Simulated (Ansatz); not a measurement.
An Ansatz (a first-principles code) input (Ansatz, r2SCAN, PAW, cutoff 500 eV, no spin-orbit coupling):

Ansatz 0.2 input:
```yaml
crystal:
  lattice:
    - [3.5474982455, 0, 0]
    - [-1.7737491228, 3.0722236005, 0]
    - [0, 0, 5.7225575439]
  atoms:
    - { symbol: In, position: [0.6666666667, 0.3333333333, 0.0022599466] }
    - { symbol: In, position: [0.3333333333, 0.6666666667, 0.5022599466] }
    - { symbol: N, position: [0.6666666667, 0.3333333333, 0.6229400534] }
    - { symbol: N, position: [0.3333333333, 0.6666666667, 0.1229400534] }
basis: { ecutwfc: 500, ecutrho_ratio: 4, xc_grid: 4, fft_grid_basis: typed }
kpoints: { mp_grid: { grid: [11, 11, 6] } }
hamiltonian:
  xc: r2scan
  dispersion: none
  pseudopotentials: { kind: paw }
scf: { occupations: { method: fermi_dirac, width: 0.05 }, convergence: { dr2_threshold: 0.0000000004 } }
output: { forces: true, stress: true }
```

Problem. Which symmetry and how many k-points will the program report, and about how many plane waves at Γ?

Solution. Space group P63mc (ITA 186) with 12 operations, k-points 64 of 726, and 1581 plane waves at Γ.

Whether these cells are dynamically stable was not tested. The cell is InN in the wurtzite structure (space group P6_3mc, No. 186).
